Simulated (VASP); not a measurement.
# Al2O3 (P-3m1) in VASP: evGW0 quasiparticle levels with LDA

Aim: the evGW0 quasiparticle levels of Al2O3 with LDA.

Everything below comes from runs of VASP 6.6.1. Logs are shortened: lines on timing, memory, paths and dates and some standing lists are left out, and cuts for length are marked.

## (1) The crystal as given

It takes space group P-3m1 (No. 164, trigonal). Conventional cell: a = 3.017 Å, b = 3.017 Å, c = 7.575 Å, α = 90.00°, β = 90.00°, γ = 120.00°. Al (site symmetry 3m) has 4 O at 1.68 to 1.84 Å as nearest neighbours. O (site symmetry -3m) is surrounded by 2 Al at 1.68 Å. O (site symmetry 3m) has 3 Al at 1.84 Å as nearest neighbours.

Measurements of this composition are mostly on another form, of space group No. 167.

## (2) EvGW0 quasiparticle levels, LDA

POSCAR reads:

```
Al2O3
1.0
    3.0174825440      0.0000000000      0.0000000000
   -1.5087412720      2.6132165386      0.0000000000
    0.0000000000      0.0000000000      7.5746360022
Al O
2 3
Direct
    0.0000000000      0.0000000000      0.7220490000
    0.0000000000      0.0000000000      0.2779510000
    0.0000000000      0.0000000000      0.5000000000
    0.6666666667      0.3333333333      0.8005460000
    0.3333333333      0.6666666667      0.1994540000
```

INCAR.step1 reads:

```
ALGO = Fast
EDIFF = 1E-8
ENCUT = 500
ISMEAR = 0
KPAR = 4
LASPH = True
LCHARG = False
LREAL = False
LWAVE = True
NELM = 60
PREC = Accurate
SIGMA = 0.01
```

INCAR.step2 reads:

```
ALGO = Exact
EDIFF = 1E-8
ENCUT = 500
ISMEAR = 0
ISTART = 1
KPAR = 4
LASPH = True
LCHARG = False
LOPTICS = True
LREAL = False
LWAVE = True
NBANDS = 261
NELM = 1
PREC = Accurate
SIGMA = 0.01
```

INCAR.step3 reads:

```
ALGO = EVGW0
EDIFF = 1E-8
ENCUT = 500
ENCUTGW = 150
ISMEAR = 0
ISTART = 1
KPAR = 4
LASPH = True
LCHARG = False
LREAL = False
LWAVE = False
NBANDS = 261
NBANDSGW = 20
NELMGW = 4
NOMEGA = 50
PREC = Accurate
PRECFOCK = Fast
SIGMA = 0.01
```

KPOINTS reads:

```
k-points
0
Gamma
  6 6 2
```

Potentials or basis: VASP PAW LDA potentials, release 64 (Al_GW, O_GW).

Started as:

```console
cat potpaw_LDA.64/Al_GW/POTCAR potpaw_LDA.64/O_GW/POTCAR > POTCAR
cp INCAR.step1 INCAR
mpirun -np 4 vasp_std > vasp.out
cp INCAR.step2 INCAR
mpirun -np 4 vasp_std > vasp.out
cp INCAR.step3 INCAR
mpirun -np 4 vasp_std > vasp.out
```

OUTCAR:

```text
EDIFF = 1E-8
   ENCUT = 500
   ENCUTGW = 150
   ISMEAR = 0
   ISTART = 1
   LASPH = True
   LREAL = False
   NELMGW = 4
   PREC = Accurate
   PRECFOCK = Fast

 ion  position               nearest neighbor table
   1  0.000  0.000  0.722-   3 1.68   4 1.84   4 1.84   4 1.84
   2  0.000  0.000  0.278-   3 1.68   5 1.84   5 1.84   5 1.84
   3  0.000  0.000  0.500-   1 1.68   2 1.68
   4  0.667  0.333  0.801-   1 1.84   1 1.84   1 1.84
   5  0.333  0.667  0.199-   2 1.84   2 1.84   2 1.84

  LATTYP: Found a hexagonal cell.
 ALAT       =     3.0174825440
 C/A-ratio  =     2.5102501478

  Lattice vectors:

 A1 = (   3.0174825440,   0.0000000000,   0.0000000000)
 A2 = (  -1.5087412720,   2.6132165386,   0.0000000000)
 A3 = (   0.0000000000,   0.0000000000,   7.5746360022)

Analysis of symmetry for initial positions (statically):
=====================================================================
 Subroutine PRICEL returns:
 Original cell was already a primitive cell.

 Routine SETGRP: Setting up the symmetry group for a
 hexagonal supercell.

 Subroutine GETGRP returns: Found 12 space group operations
 (whereof 12 operations were pure point group operations)
 out of a pool of 24 trial point group operations.

The static configuration has the point symmetry D_3d.

Analysis of symmetry for dynamics (positions and initial velocities):
=====================================================================
 Subroutine PRICEL returns:
 Original cell was already a primitive cell.

 Routine SETGRP: Setting up the symmetry group for a
 hexagonal supercell.

 Subroutine GETGRP returns: Found 12 space group operations
 (whereof 12 operations were pure point group operations)
 out of a pool of 24 trial point group operations.

The dynamic configuration has the point symmetry D_3d.

 Subroutine INISYM returns: Found 12 space group operations
 (whereof 12 operations are pure point group operations),
 and found     1 'primitive' translations

----------------------------------------------------------------------------------------

                                     Primitive cell

  volume of cell :      59.7285

  direct lattice vectors                    reciprocal lattice vectors
     3.017482544  0.000000000  0.000000000     0.331402083  0.191335082  0.000000000
    -1.508741272  2.613216539  0.000000000     0.000000000  0.382670163  0.000000000
     0.000000000  0.000000000  7.574636002     0.000000000  0.000000000  0.132019545

  length of vectors
     3.017482544  3.017482544  7.574636002     0.382670163  0.382670163  0.132019545

  position of ions in fractional coordinates (direct lattice)
     0.000000000  0.000000000  0.722049000
     0.000000000  0.000000000  0.277951000
     0.000000000  0.000000000  0.500000000
     0.666666667  0.333333333  0.800546000
     0.333333333  0.666666667  0.199454000

  ion indices of the primitive-cell ions
   primitive index   ion index
                 1           1
                 2           2
                 3           3
                 4           4
                 5           5

----------------------------------------------------------------------------------------

 KPOINTS: k-points

Automatic generation of k-mesh.
 Grid dimensions read from file:
 generate k-points for:    6    6    2

 Generating k-lattice:

  Cartesian coordinates                     Fractional coordinates (reciprocal lattice)
     0.055233680  0.031889180  0.000000000     0.166666667  0.000000000  0.000000000
     0.000000000  0.063778361  0.000000000     0.000000000  0.166666667  0.000000000
     0.000000000  0.000000000  0.066009773     0.000000000  0.000000000  0.500000000

  Length of vectors
     0.063778361  0.063778361  0.066009773

  Shift w.r.t. Gamma in fractional coordinates (k-lattice)
     0.000000000  0.000000000  0.000000000

 Subroutine IBZKPT returns following result:
 ===========================================

 Found     14 irreducible k-points:

 Following reciprocal coordinates:
            Coordinates               Weight
  0.000000  0.000000  0.000000      1.000000
  0.166667  0.000000  0.000000      6.000000
  0.333333  0.000000  0.000000      6.000000
  0.500000  0.000000  0.000000      3.000000
  0.166667  0.166667  0.000000      6.000000
  0.333333  0.166667  0.000000     12.000000
  0.333333  0.333333  0.000000      2.000000
  0.000000  0.000000  0.500000      1.000000
  0.166667  0.000000  0.500000      6.000000
  0.333333  0.000000  0.500000      6.000000
  0.500000  0.000000  0.500000      3.000000
  0.166667  0.166667  0.500000      6.000000
  0.333333  0.166667  0.500000     12.000000
  0.333333  0.333333  0.500000      2.000000
   k-points           NKPTS =     14   k-points in BZ     NKDIM =     72   number of bands    NBANDS=    261
   number of dos      NEDOS =    301   number of ions     NIONS =      5
   total plane-waves  NPLWV =  32256
   dimension x,y,z NGX =    24 NGY =   24 NGZ =   56
   dimension x,y,z NGXF=    48 NGYF=   48 NGZF=  112
   ions per type =               2   3
   NGX,Y,Z   is equivalent  to a cutoff of  13.22, 13.22, 12.29 a.u.
   NGXF,Y,Z  is equivalent  to a cutoff of  26.45, 26.45, 24.58 a.u.
 SYSTEM =  unknown system
   PREC   = accura    normal or accurate (medium, high low for compatibility)
   ISTART =      1    job   : 0-new  1-cont  2-samecut
   ICHARG =      0    charge: 1-file 2-atom 10-const
   ISPIN  =      1    spin polarized calculation?
   LNONCOLLINEAR =      F non collinear calculations
   LSORBIT =      F    spin-orbit coupling
   LASPH  =      T    aspherical Exc in radial PAW
   ENCUT  =  500.0 eV  36.75 Ry    6.06 a.u.   5.50  5.50 13.81*2*pi/ulx,y,z
   NELM   =     60;   NELMIN=  2; NELMDL=  0     # of ELM steps
   EDIFF  = 0.1E-07   stopping-criterion for ELM
   LREAL  =      F    real-space projection
   EDIFFG = 0.1E-06   stopping-criterion for IOM
   NSW    =      0    number of steps for IOM
   IBRION =     -1    ionic relax: 0-MD 1-quasi-New 2-CG
   NFREE  =      0    steps in history (QN), initial steepest desc. (CG)
   ISIF   =      0    stress and relaxation
   ISYM   =      3    0-nonsym 1-usesym 2-fastsym
   POTIM  = 0.5000    time-step for ionic-motion
   TEBEG  =    0.0;   TEEND  =   0.0 temperature during run
   PSTRESS=    0.0 pullay stress
   NELECT =      24.0000    total number of electrons
   NUPDOWN=      -1.0000    fix difference up-down
   EMIN   =  10.00;   EMAX   =-10.00  energy-range for DOS
   EFERMI =   0.00;   METHOD = LEGACY
   ISMEAR =     0;   SIGMA  =   0.01  broadening in eV -4-tet -1-fermi 0-gaus
   EFERMI_NEDOS =   21; number of points for ismear=-14 and -15
   IALGO  =     38    algorithm
   IMIX   =      4    mixing-type and parameters
     AMIX     =   0.40;   BMIX     =  1.00
     AMIX_MAG =   1.60;   BMIX_MAG =  1.00
  volume/ion in A,a.u.               =      11.95        80.61
  Fermi-wavevector in a.u.,A,eV,Ry     =   1.208049  2.282882 19.856107  1.459383
  Thomas-Fermi vector in A             =   2.343669
   LORBIT       =      0    0 simple, 1 ext, 2 COOP (PROOUT), +10 PAW based schemes
   GGA     = CA    functional components
   LHFCALC =     T    Hartree Fock is set to
   PRECFOCK=fast      Normal, Fast or Accurate (Low or Medium for compatibility)
   ENCUT4O =  -1.0   cutoff for four orbital integrals eV
   NKREDX  =     1    reduce k-point grid by
   NKREDY  =     1    reduce k-point grid by
   NKREDZ  =     1    reduce k-point grid by
   AEXX    =    1.0000 exact exchange contribution
   HFSCREEN=    0.0000 screening length (either q_TF or 0.3 A-1)
   HFSCREENC=   0.0000 screening length for correlation (either q_TF or 0.3 A-1)
   ENCUTFOCK=  -1.0 apply spherical cutoff to Coloumb kernel
   IVDW    =     0    specifies the selected vdW correction
   LEPSILON=     F    determine dielectric tensor
   LRPA    =     F    only Hartree local field effects (RPA)
   LRPAFORCE           =     F    calculate RPA forces
   ENCUTGW             = 150.0    cutoff for response function in eV
   ENCUTGWSOFT         = 120.0    soft cutoff for Coulomb kernel in GW response function in eV
   ENCUTLF             =  -1.0    cutoff for local field effects
   NELMGW              =     4    number of iterations in solving QP/BSE equation
   NELMHF              =     1    number of iterations in the inner HF iteration
   NKREDLFX            =     1    NKREDLFY  =   1   NKREDLFZ  =   1
 non-spin polarized calculation
 Gauss-broadening in eV      SIGMA  =   0.01
  energy-cutoff  :      500.00
  volume of cell :       59.73
 maximum number of plane-waves:      1564
 NGX is ok and might be reduce to    24
  NGX = 14; NGY = 14; NGZ = 36
   NGX = 11   NGY = 11   NGZ = 27
 maximum number of plane-waves:       267
 NGX is ok and might be reduce to    14

 QP shifts <psi_nk| G(iteration)W_0 |psi_nk>: iteration 1
 for sc-GW calculations column KS-energies equals QP-energies in previous step
 and V_xc(KS)=  KS-energies - (<T + V_ion + V_H > + <T+V_H+V_ion>^1  + <V_x>^1)

 k-point   1 :       0.0000    0.0000    0.0000
  band No.  KS-energies  QP-energies   sigma(KS)   V_xc(KS)     V^pw_x(r,r')   Z            occupation Imag(sigma)

      1     -16.4333     -18.7862     -21.5014     -18.1697     -29.9935       0.7062       2.0000       1.1506
      2     -16.2258     -18.5788     -21.8184     -18.4750     -30.2505       0.7038       2.0000       1.0898
      3     -13.6879     -15.9077     -22.1454     -18.9363     -30.7538       0.6917       2.0000       1.0003
      4      -3.0053      -4.5701     -18.3572     -16.2272     -22.7134       0.7347       2.0000       0.1840
      5      -1.6232      -3.2540     -18.1554     -16.0006     -22.2342       0.7568       2.0000       0.1336
      6      -0.8218      -2.1822     -21.0371     -19.2812     -24.7801       0.7748       2.0000       0.1056
[... 309 lines left out ...]
      4      -3.7098      -5.3133     -18.2928     -16.1519     -22.3349       0.7490       2.0000       0.1569
      5      -3.2714      -4.9058     -18.2796     -16.1294     -22.1432       0.7601       2.0000       0.1399
      6      -3.2714      -4.9058     -18.2796     -16.1294     -22.1432       0.7601       2.0000       0.1399
[... 12 lines left out ...]
     19      13.9412      15.6500      -8.1495     -10.2617      -3.5947       0.8091       0.0000      -0.1376
     20      14.2137      16.0984     -10.3646     -12.7132      -5.8838       0.8025       0.0000      -0.1406

 QP shifts <psi_nk| G(iteration)W_0 |psi_nk>: iteration 2

 k-point   1 :       0.0000    0.0000    0.0000
  band No. old QP-enery  QP-energies   sigma(KS)   T+V_ion+V_H  V^pw_x(r,r')   Z            occupation Imag(sigma)

      1     -18.7862     -19.4197     -21.4021       1.7364     -29.9935       0.7203       2.0000       1.2904
      2     -18.5788     -19.2103     -21.7080       2.2492     -30.2505       0.7177       2.0000       1.2324
      3     -15.9077     -16.5082     -22.0245       5.2484     -30.7538       0.6915       2.0000       1.1192
      4      -4.5701      -4.9290     -18.2806      13.2219     -22.7134       0.7346       2.0000       0.1935
      5      -3.2540      -3.5722     -18.0526      14.3774     -22.2342       0.7556       2.0000       0.1441
      6      -2.1822      -2.4577     -20.9962      18.4594     -24.7801       0.7770       2.0000       0.1076
[... 309 lines left out ...]
      4      -5.3133      -5.6543     -18.2108      12.4421     -22.3349       0.7487       2.0000       0.1665
      5      -4.9058      -5.2271     -18.1864      12.8579     -22.1432       0.7601       2.0000       0.1511
      6      -4.9058      -5.2271     -18.1864      12.8579     -22.1432       0.7601       2.0000       0.1511
[... 12 lines left out ...]
     19      15.6500      15.8503      -8.3034      24.2029      -3.5947       0.8030       0.0000      -0.1477
     20      16.0984      16.3008     -10.5735      26.9269      -5.8838       0.7940       0.0000      -0.1566

 QP shifts <psi_nk| G(iteration)W_0 |psi_nk>: iteration 3

 k-point   1 :       0.0000    0.0000    0.0000
  band No. old QP-enery  QP-energies   sigma(KS)   T+V_ion+V_H  V^pw_x(r,r')   Z            occupation Imag(sigma)

      1     -19.4197     -19.5748     -21.3698       1.7364     -29.9935       0.7259       2.0000       1.3447
      2     -19.2103     -19.3644     -21.6718       2.2492     -30.2505       0.7260       2.0000       1.2913
      3     -16.5082     -16.6689     -21.9904       5.2484     -30.7538       0.6873       2.0000       1.1620
      4      -4.9290      -5.0090     -18.2598      13.2219     -22.7134       0.7344       2.0000       0.1971
      5      -3.5722      -3.6403     -18.0397      14.3774     -22.2342       0.7558       2.0000       0.1455
      6      -2.4577      -2.5153     -20.9912      18.4594     -24.7801       0.7776       2.0000       0.1079
[... 309 lines left out ...]
      4      -5.6543      -5.7273     -18.1938      12.4421     -22.3349       0.7492       2.0000       0.1690
      5      -5.2271      -5.2947     -18.1739      12.8579     -22.1432       0.7605       2.0000       0.1531
      6      -5.2271      -5.2947     -18.1739      12.8579     -22.1432       0.7605       2.0000       0.1531
[... 12 lines left out ...]
     19      15.8503      15.8743      -8.3226      24.2029      -3.5947       0.8018       0.0000      -0.1489
     20      16.3008      16.3250     -10.5956      26.9269      -5.8838       0.7939       0.0000      -0.1580

 QP shifts <psi_nk| G(iteration)W_0 |psi_nk>: iteration 4

 k-point   1 :       0.0000    0.0000    0.0000
  band No. old QP-enery  QP-energies   sigma(KS)   T+V_ion+V_H  V^pw_x(r,r')   Z            occupation Imag(sigma)

      1     -19.5748     -19.6124     -21.3628       1.7364     -29.9935       0.7271       2.0000       1.3591
      2     -19.3644     -19.4014     -21.6643       2.2492     -30.2505       0.7292       2.0000       1.3070
      3     -16.6689     -16.7113     -21.9790       5.2484     -30.7538       0.6868       2.0000       1.1755
      4      -5.0090      -5.0269     -18.2553      13.2219     -22.7134       0.7345       2.0000       0.1981
      5      -3.6403      -3.6554     -18.0377      14.3774     -22.2342       0.7557       2.0000       0.1458
      6      -2.5153      -2.5279     -20.9908      18.4594     -24.7801       0.7775       2.0000       0.1079
[... 308 lines left out ...]
      3     -16.1275     -16.1684     -22.4110       6.2258     -31.1978       0.7098       2.0000       1.1398
      4      -5.7273      -5.7432     -18.1906      12.4421     -22.3349       0.7492       2.0000       0.1696
      5      -5.2947      -5.3094     -18.1719      12.8579     -22.1432       0.7604       2.0000       0.1535
      6      -5.2947      -5.3094     -18.1719      12.8579     -22.1432       0.7604       2.0000       0.1535
[... 12 lines left out ...]
     19      15.8743      15.8770      -8.3253      24.2029      -3.5947       0.8018       0.0000      -0.1491
     20      16.3250      16.3275     -10.5988      26.9269      -5.8838       0.7937       0.0000      -0.1581
```

Run time: 23 min. Hardware: 4 MPI ranks of Intel Xeon Platinum 8488C (Sapphire Rapids), shared host; peak memory 1 GiB.

Results:

- Band gap on the k mesh, mean-field level: 2.21 eV, direct
- Quasiparticle gap: 5.15 eV
- Least direct quasiparticle gap: 5.15 eV

Quasiparticle gap after each update of the energies (eV): 4.66, 5.06, 5.13, 5.15

Caveat: bands, screening cutoff and mesh are small and nothing is extrapolated, so the quasiparticle values aren't converged.
